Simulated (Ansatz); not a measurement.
A relaxed cell of Rh is given with its symmetry left out. The cell was reached from a generator's guess, though it ends in a space group that the Crystallography Open Database lists for this formula.

Method: DFT PBE, scalar-relativistic, plane waves, PAW (Ansatz). Cutoff 420 eV, Γ-centred mesh, Gaussian smearing, no spin polarisation.

```
Rh
1.0
     0.00000    1.91477    1.91477
     1.91477    0.00000    1.91477
     1.91477    1.91477    0.00000
Rh
1
Direct
  0.00000 0.00000 0.00000
```

Energies count from the standard state of Rh at the same level.

Question: What space group does it have?

Answer: Fm-3m (No. 225), the fcc type. Conventional cell: a = 3.830 Å. Rh has 12 Rh at 2.71 Å.

Question: How far does it lie from the standard state of Rh?

Answer: 0.00 eV/atom. It is level with the standard state within the noise.

Question: Is it a metal?

Answer: Yes, bands cross the Fermi level on the 24×24×24 mesh.

The last run used a 24×24×24 mesh for its 1-atom cell and Gaussian smearing of 0.10 eV. For metals, differences of a few meV/atom aren't resolved. A later test with randomly moved atoms came back to the same energy, though modes that don't fit the test's cell weren't probed.
